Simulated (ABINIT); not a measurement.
## AlAs (F-43m): changed settings of a GW run in ABINIT

A base run on AlAs (F-43m), then changed inputs.

Main program and level: ABINIT 10.8.3; PBE and many-body steps on it, plane waves.

### 1. The structure

It takes space group F-43m (No. 216, cubic). The conventional cell has a = 5.661 Å, b = 5.661 Å, c = 5.661 Å, α = 90.00°, β = 90.00°, γ = 90.00°. Nearest to Al lie 4 As at 2.45 Å. Nearest to As lie 4 Al at 2.45 Å. Farther neighbours are not listed.

The cell and positions come from the Crystallography Open Database and are kept as given unless a step says otherwise.

### 2. Screening, 4×4×4 mesh, 73 bands, screening to 136.1 eV

This step: ABINIT 10.8.3; RPA screening on PBE, plane waves, norm-conserving pseudopotentials.

The RPA dielectric matrix is built and inverted for each q.

Input file run.abi:

```
acell 3*1.0 Angstrom
rprim 
  -0.000000000000 2.830400000000 2.830400000000
  2.830400000000 0.000000000000 2.830400000000
  2.830400000000 2.830400000000 0.000000000000
ntypat 2
znucl 13 33
natom 2
typat 1 2
xred 
  0.000000000000 0.000000000000 0.000000000000
  0.250000000000 0.250000000000 0.250000000000
pp_dirpath "pseudos"
pseudos "Al.upf, As.upf"
ecut 44
ngkpt 4 4 4
nshiftk 1
shiftk 0 0 0
kptopt 1
chksymbreak 0
istwfk *1
occopt 1
irdwfk 1
optdriver 3
nband 73
ecuteps 5
inclvkb 2
awtr 1
symchi 1
indata_prefix "in"
outdata_prefix "out"
tmpdata_prefix "tmp"
```

Command:

```sh
$ OMP_NUM_THREADS=1 mpirun -n 8 abinit run.abi > log
```

The program printed:

```text
.Version 10.8.3 of ABINIT. v10.8.2 released Aug 2026.

 Symmetries : space group F-4 3 m (#216); Bravais cF (face-center cubic)
[... echo of the input left out ...]
== DATASET  1 ==================================================================
-   mpi_nproc: 8, omp_nthreads: 1 (-1 if OMP is not activated)

--- !DatasetInfo
iteration_state: {dtset: 1, }
dimensions: {natom: 2, nkpt: 8, mband: 73, nsppol: 1, nspinor: 1, nspden: 1, mpw: 4314, }
cutoff_energies: {ecut:  44.0, pawecutdg:  -1.0, }
electrons: {nelect:   2.60000000E+01, charge:   0.00000000E+00, occopt:   1.00000000E+00, tsmear:   1.00000000E-02, }

 SCREENING: Calculation of the susceptibility and dielectric matrices

 Based on a program developped by R.W. Godby, V. Olevano, G. Onida, and L. Reining.
 Incorporated in ABINIT by V. Olevano, G.-M. Rignanese, and M. Torrent.
.Using double precision arithmetic ; gwpc =  8

[... cell and pseudopotentials left out ...]
--------------------------------------------------------------------------------

 ==== K-mesh for the wavefunctions ====
 Number of points in the irreducible wedge :     8
[... list of points left out ...]
 Together with 24 symmetry operations and time-reversal symmetry
 yields    64 points in the full Brillouin Zone.

 ==== Q-mesh for the screening function ====
 Number of points in the irreducible wedge :     8
[... list of points left out ...]
 Together with 24 symmetry operations and time-reversal symmetry
 yields    64 points in the full Brillouin Zone.

 setmesh: FFT mesh size selected  =    30x   30x   30
          total number of points  =        27000

 vcoul_init : cutoff-mode = AUXILIARY_FUNCTION
 q-points for optical limit:   1
     1)      0.000010    0.000020    0.000030

- screening: taking advantage of time-reversal symmetry
- Maximum band index for partially occupied states nbvw = 13
- Remaining bands to be divided among processors   nbcw = 60
- Number of bands treated by each node ~7

 Number of electrons calculated from density =   26.0000; Expected =   26.0000
 average of density, n =  0.084958
 r_s =    1.4111
 omega_plasma =   28.1162 [eV]

 calculating chi0 at frequencies [eV] :
  1    0.000000E+00    0.000000E+00
  2    0.000000E+00    2.811624E+01

--------------------------------------------------------------------------------
  q-point number  1        q = ( 0.000000, 0.000000, 0.000000) [r.l.u.]
--------------------------------------------------------------------------------
[... chi0 elements left out ...]
 For q-point:  0.000010 0.000020 0.000030
  dielectric constant =  14.2005
  dielectric constant without local fields =  15.9498

  Average fulfillment of the sum rule on Im[epsilon] for q-point    1 :     34.79  [%]
[... wings left out ...]
  q-point number  2        q = ( 0.250000, 0.000000, 0.000000) [r.l.u.]
--------------------------------------------------------------------------------
[... chi0 elements left out ...]
  Average fulfillment of the sum rule on Im[epsilon] for q-point    2 :     39.81  [%]

 [... 6 further q-points ...]
```

The job ended after 17 s (8 MPI ranks of Intel Xeon Platinum 8259CL at 2.50GHz (Skylake/Cascade Lake), shared host; peak memory 1.4 GiB; 2.2 min of CPU time).

Numbers from this step:

| Property | Result |
| --- | --- |
| ε∞ with local fields, on this mesh, along the program's q direction | 14.20 |
| the same without local fields | 15.95 |
| plasma frequency | 28.12 eV |
| plane waves in the screening matrix | 169 |

Local fields lower ε∞ by 11 %. On a Γ-centred mesh this coarse the value itself is usually too large, while a short band sum pulls it down.

### 3. Base

The self-energy is evaluated for the states that the input lists, and the levels follow from it, in one-shot runs by the linearised quasiparticle equation.

This step: G0W0 on PBE, plane waves, norm-conserving pseudopotentials.

Changes to run.abi since step 2:

```diff
@@ -23,8 +23,17 @@
 irdwfk 1
-optdriver 3
+optdriver 4
 nband 73
+gwcalctyp 0
+ecutsigx 44
+symsigma 1
+nkptgw 2
+kptgw 
+  0.0000000000 0.0000000000 0.0000000000
+  0.5000000000 0.5000000000 0.0000000000
+bdgw 
+  11 17
+  12 15
 ecuteps 5
-inclvkb 2
-awtr 1
-symchi 1
+irdscr 1
+ppmodel 1
 indata_prefix "in"
```

The program printed:

```text
.Version 10.8.3 of ABINIT. v10.8.2 released Aug 2026.

 Symmetries : space group F-4 3 m (#216); Bravais cF (face-center cubic)
[... echo of the input left out ...]
== DATASET  1 ==================================================================
-   mpi_nproc: 8, omp_nthreads: 1 (-1 if OMP is not activated)

--- !DatasetInfo
iteration_state: {dtset: 1, }
dimensions: {natom: 2, nkpt: 8, mband: 73, nsppol: 1, nspinor: 1, nspden: 1, mpw: 4314, }
cutoff_energies: {ecut:  44.0, pawecutdg:  -1.0, }
electrons: {nelect:   2.60000000E+01, charge:   0.00000000E+00, occopt:   1.00000000E+00, tsmear:   1.00000000E-02, }

 SIGMA: Calculation of the GW corrections

 Based on a program developped by R.W. Godby, V. Olevano, G. Onida, and L. Reining.
 Incorporated in ABINIT by V. Olevano, G.-M. Rignanese, and M. Torrent.
.Using double precision arithmetic ; gwpc =  8

[... cell and pseudopotentials left out ...]
--------------------------------------------------------------------------------

 ==== K-mesh for the wavefunctions ====
 Number of points in the irreducible wedge :     8
[... list of points left out ...]
 Together with 24 symmetry operations and time-reversal symmetry
 yields    64 points in the full Brillouin Zone.

 ==== Q-mesh for screening function ====
 Number of points in the irreducible wedge :     8
[... list of points left out ...]
 Together with 24 symmetry operations and time-reversal symmetry
 yields    64 points in the full Brillouin Zone.

 vcoul_init : cutoff-mode = AUXILIARY_FUNCTION
 q-points for optical limit:   1
     1)      0.000010    0.000020    0.000030
 setmesh: FFT mesh size selected  =    45x   45x   45
          total number of points  =        91125

 Number of electrons calculated from density =   26.0000; Expected =   26.0000
 average of density, n =  0.084958
 r_s =    1.4111
 omega_plasma =   28.1162 [eV]

 === KS Band Gaps ===
  >>>> For spin  1
   Minimum direct gap =   2.0442 [eV], located at k-point      :   0.0000  0.0000  0.0000
   Fundamental gap    =   1.4358 [eV], Top of valence bands at :   0.0000  0.0000  0.0000
                                       Bottom of conduction at :   0.5000  0.5000  0.0000
 SIGMA fundamental parameters:
 PLASMON POLE MODEL  1
 number of plane-waves for SigmaX                 4279
 number of plane-waves for SigmaC and W            169
 number of plane-waves for wavefunctions          4279
 number of bands                                    73
 number of independent spin polarizations            1
 number of spinorial components                      1
 number of k-points in IBZ                           8
 number of q-points in IBZ                           8
 number of symmetry operations                      24
 number of k-points in BZ                           64
 number of q-points in BZ                           64
 number of frequencies for dSigma/dE                 9
 frequency step for dSigma/dE [eV]                0.25
 number of omega for Sigma on real axis              0
 max omega for Sigma on real axis  [eV]           0.00
 zcut for avoiding poles [eV]                     0.10

 EPSILON^-1 parameters (SCR file):
 dimension of the eps^-1 matrix on file            169
 dimension of the eps^-1 matrix used               169
 number of plane-waves for wavefunctions          4279
 number of bands                                    73
 number of q-points in IBZ                           8
 number of frequencies                               2
 number of real frequencies                          1
 number of imag frequencies                          1

 matrix elements of self-energy operator (all in [eV])

 Perturbative Calculation

--- !SelfEnergy_ee
iteration_state: {dtset: 1, }
kpoint     : [   0.000,    0.000,    0.000, ]
spin       : 1
KS_gap     :    2.044
QP_gap     :    2.761
Delta_QP_KS:    0.717
data: !SigmaeeData |
     Band     E0 <VxcDFT>   SigX SigC(E0)      Z dSigC/dE  Sig(E)    E-E0       E
       11   4.434 -13.057 -14.997   1.446   0.786  -0.272 -13.446  -0.389   4.045
       12   4.434 -13.057 -14.997   1.446   0.786  -0.272 -13.446  -0.389   4.045
       13   4.434 -13.057 -14.997   1.446   0.786  -0.272 -13.446  -0.389   4.045
       14   6.478 -11.857  -7.665  -3.779   0.795  -0.258 -11.529   0.328   6.806
       15   8.727  -9.563  -5.073  -4.231   0.786  -0.272  -9.359   0.204   8.931
       16   8.727  -9.563  -5.073  -4.231   0.786  -0.272  -9.359   0.204   8.931
       17   8.727  -9.563  -5.073  -4.231   0.786  -0.272  -9.359   0.204   8.931

--- !SelfEnergy_ee
iteration_state: {dtset: 1, }
kpoint     : [   0.500,    0.500,    0.000, ]
spin       : 1
KS_gap     :    3.609
QP_gap     :    4.245
Delta_QP_KS:    0.636
data: !SigmaeeData |
     Band     E0 <VxcDFT>   SigX SigC(E0)      Z dSigC/dE  Sig(E)    E-E0       E
       12   2.260 -11.610 -14.419   2.003   0.774  -0.292 -12.234  -0.624   1.637
       13   2.260 -11.610 -14.419   2.003   0.774  -0.292 -12.234  -0.624   1.637
       14   5.870  -8.423  -4.736  -3.671   0.803  -0.246  -8.410   0.012   5.882
       15   6.735  -9.140  -5.244  -3.700   0.800  -0.250  -8.984   0.156   6.891

== END DATASET(S) ==============================================================
================================================================================

 -outvars: echo values of variables after computation  --------
           etotal      0.0000000000E+00
            nband          73
             nkpt           8
          spgroup         216
 [... the other variables as echoed above ...]

 Calculation completed.
```

It took 6.5 s on 8 MPI ranks; peak memory 1.1 GiB.

This step gave:

* G0W0 gap on the points computed: 1.837 eV
* starting gap on the mesh: 1.436 eV
* k of the valence top: 0, 0, 0
* k of the conduction bottom: 0.5, 0.5, 0
* Z at the valence top: 0.786
* Z at the conduction bottom: 0.803
* least direct G0W0 gap on the computed points: 2.761 eV

The gap on the mesh goes from 1.44 eV to 1.84 eV, a correction of +0.40 eV.

### 4. Exchange cutoff

Changes to run.abi since step 3:

```diff
@@ -26,3 +26,3 @@
 gwcalctyp 0
-ecutsigx 44
+ecutsigx 6.6
 symsigma 1
```

The program printed:

```text
.Version 10.8.3 of ABINIT. v10.8.2 released Aug 2026.

 Symmetries : space group F-4 3 m (#216); Bravais cF (face-center cubic)
[... echo of the input left out ...]
== DATASET  1 ==================================================================
-   mpi_nproc: 8, omp_nthreads: 1 (-1 if OMP is not activated)

--- !DatasetInfo
iteration_state: {dtset: 1, }
dimensions: {natom: 2, nkpt: 8, mband: 73, nsppol: 1, nspinor: 1, nspden: 1, mpw: 4314, }
cutoff_energies: {ecut:  44.0, pawecutdg:  -1.0, }
electrons: {nelect:   2.60000000E+01, charge:   0.00000000E+00, occopt:   1.00000000E+00, tsmear:   1.00000000E-02, }

 SIGMA: Calculation of the GW corrections

 Based on a program developped by R.W. Godby, V. Olevano, G. Onida, and L. Reining.
 Incorporated in ABINIT by V. Olevano, G.-M. Rignanese, and M. Torrent.
.Using double precision arithmetic ; gwpc =  8

[... cell and pseudopotentials left out ...]
--------------------------------------------------------------------------------

 ==== K-mesh for the wavefunctions ====
 Number of points in the irreducible wedge :     8
[... list of points left out ...]
 Together with 24 symmetry operations and time-reversal symmetry
 yields    64 points in the full Brillouin Zone.

 ==== Q-mesh for screening function ====
 Number of points in the irreducible wedge :     8
[... list of points left out ...]
 Together with 24 symmetry operations and time-reversal symmetry
 yields    64 points in the full Brillouin Zone.

 vcoul_init : cutoff-mode = AUXILIARY_FUNCTION
 q-points for optical limit:   1
     1)      0.000010    0.000020    0.000030
 setmesh: FFT mesh size selected  =    32x   32x   32
          total number of points  =        32768

 Number of electrons calculated from density =   26.0000; Expected =   26.0000
[...]
number of omega for Sigma on real axis              0
 max omega for Sigma on real axis  [eV]           0.00
 zcut for avoiding poles [eV]                     0.10

 EPSILON^-1 parameters (SCR file):
 dimension of the eps^-1 matrix on file            169
 dimension of the eps^-1 matrix used               169
 number of plane-waves for wavefunctions          4279
 number of bands                                    73
 number of q-points in IBZ                           8
 number of frequencies                               2
 number of real frequencies                          1
 number of imag frequencies                          1

 matrix elements of self-energy operator (all in [eV])

 Perturbative Calculation

--- !SelfEnergy_ee
iteration_state: {dtset: 1, }
kpoint     : [   0.000,    0.000,    0.000, ]
spin       : 1
KS_gap     :    2.044
QP_gap     :    2.871
Delta_QP_KS:    0.827
data: !SigmaeeData |
     Band     E0 <VxcDFT>   SigX SigC(E0)      Z dSigC/dE  Sig(E)    E-E0       E
       11   4.434 -13.057 -14.157   1.446   0.786  -0.272 -12.785   0.272   4.706
       12   4.434 -13.057 -14.157   1.446   0.786  -0.272 -12.785   0.272   4.706
       13   4.434 -13.057 -14.157   1.446   0.786  -0.272 -12.785   0.272   4.706
[...]
--- !SelfEnergy_ee
iteration_state: {dtset: 1, }
kpoint     : [   0.500,    0.500,    0.000, ]
spin       : 1
KS_gap     :    3.609
QP_gap     :    4.019
Delta_QP_KS:    0.410
data: !SigmaeeData |
     Band     E0 <VxcDFT>   SigX SigC(E0)      Z dSigC/dE  Sig(E)    E-E0       E
[...]
14   5.870  -8.423  -4.474  -3.671   0.803  -0.246  -8.200   0.223   6.093
       15   6.735  -9.140  -4.965  -3.700   0.800  -0.250  -8.761   0.379   7.114

== END DATASET(S) ==============================================================
================================================================================

 -outvars: echo values of variables after computation  --------
           etotal      0.0000000000E+00
            nband          73
             nkpt           8
          spgroup         216
 [... the other variables as echoed above ...]

 Calculation completed.
```

The job ended after 6.5 s (8 MPI ranks; peak memory 1.1 GiB; 50 s of CPU time).

Numbers from this step:

```yaml
g0w0_gap_on_the_points_computed: 1.387 eV
starting_gap_on_the_mesh: 1.436 eV
k_of_the_valence_top: 0, 0, 0
k_of_the_conduction_bottom: 0.5, 0.5, 0
z_at_the_valence_top: 0.786
z_at_the_conduction_bottom: 0.803
least_direct_g0w0_gap_on_the_computed_points: 2.871 eV
```

### 5. Broadening of the poles

Changes to run.abi since step 4:

```diff
@@ -26,3 +26,3 @@
 gwcalctyp 0
-ecutsigx 6.6
+ecutsigx 44
 symsigma 1
@@ -38,2 +38,3 @@
 ppmodel 1
+zcut 1.0 eV
 indata_prefix "in"
```

The program printed:

```text
.Version 10.8.3 of ABINIT. v10.8.2 released Aug 2026.

 Symmetries : space group F-4 3 m (#216); Bravais cF (face-center cubic)
[... echo of the input left out ...]
== DATASET  1 ==================================================================
-   mpi_nproc: 8, omp_nthreads: 1 (-1 if OMP is not activated)

--- !DatasetInfo
iteration_state: {dtset: 1, }
dimensions: {natom: 2, nkpt: 8, mband: 73, nsppol: 1, nspinor: 1, nspden: 1, mpw: 4314, }
cutoff_energies: {ecut:  44.0, pawecutdg:  -1.0, }
[...]
Band     E0 <VxcDFT>   SigX SigC(E0)      Z dSigC/dE  Sig(E)    E-E0       E
[...]
14   5.870  -8.423  -4.736  -3.671   0.803  -0.246  -8.410   0.012   5.882
       15   6.735  -9.140  -5.244  -3.700   0.800  -0.250  -8.984   0.156   6.891

== END DATASET(S) ==============================================================
================================================================================

 -outvars: echo values of variables after computation  --------
           etotal      0.0000000000E+00
            nband          73
             nkpt           8
          spgroup         216
 [... the other variables as echoed above ...]

 Calculation completed.
```

It took 6.7 s on 8 MPI ranks; peak memory 1.1 GiB.

This step gave:

* G0W0 gap on the points computed: 1.837 eV
* starting gap on the mesh: 1.436 eV
* k of the valence top: 0, 0, 0
* k of the conduction bottom: 0.5, 0.5, 0
* least direct G0W0 gap on the computed points: 2.761 eV

Against G0W0 in ABINIT (4×4×4 mesh, 73 bands, screening to 136.1 eV, Godby-Needs plasmon pole), the gap moves by +0.000 eV.

(Part 1 of 3 ends here.)

[Paths, hosts, dates, memory and timing lines, banners, echoed tables and standing remarks are left out of the program output.]

[Logs are printed without paths, hosts, clocks, repeated set-up lines and the standing remarks that a program may print on its own settings, such as how far it seeks lower states.]

[Runs of the session that timed out or met a known fault of the program may be left out.]

[Hosts, paths, dates, database ids (printed as entryN), source tags and the programs' standing remarks are cut or masked in the printed files.]

[G0W0 gaps are taken among the corrected bands and points alone; a level outside them can change the order at an edge.]

[Where Ansatz stands beside ABINIT at settings called matched, ABINIT's density can come from a denser mesh and the files from another edition; pairs whose starting gaps differed by over 0.03 eV were left out, so agreement reads better than it is.]
